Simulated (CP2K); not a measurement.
The system is BaTiO3.

```
Ba Ti O
1.0
     3.99980    0.00000    0.00000
     0.00000    3.99980    0.00000
     0.00000    0.00000    4.01800
Ba Ti O
1 1 3
Cartesian
  0.0000 0.0000 0.0000
  1.9999 1.9999 1.9688
  0.0000 1.9999 2.0773
  1.9999 0.0000 2.0773
  1.9999 1.9999 0.0763
```

Base run:

```yaml
Program: CP2K 2026.2
Functional: PBE
Potentials_or_basis: GTH_POTENTIALS Ba GTH-PBE-q10, Ti GTH-PBE-q12, O GTH-PBE-q6; DZVP-MOLOPT-SR-GTH basis
Density_cutoff: 8163 eV
k_mesh: 5 × 5 × 5
Occupations: fermi-dirac, width 0.05 eV
Spin: no spin polarisation
Hubbard_terms: Ti d U = 8.0 eV
```

Its results: band gap on the k mesh 2.65 eV, indirect (least direct gap 2.87 eV).

**Question.** The run is repeated on the same cell with these changes: hubbard terms from Ti d U = 8.0 eV to Ti d U = 6.0 eV. What comes out?

**Answer.** Band gap on the k mesh 2.45 eV, indirect (least direct gap 2.66 eV).

Caveats: this program's U acts on Mulliken populations of all basis functions of the shell, so it isn't the U of plane-wave codes; energies scatter by some meV and the pressure isn't listed; spin-orbit coupling is left out, which moves the levels of the heavy elements; an odd mesh through Γ misses points on the zone boundary, where band edges often lie; the basis of atomic orbitals isn't converged, which shifts pressures, moduli and gaps.
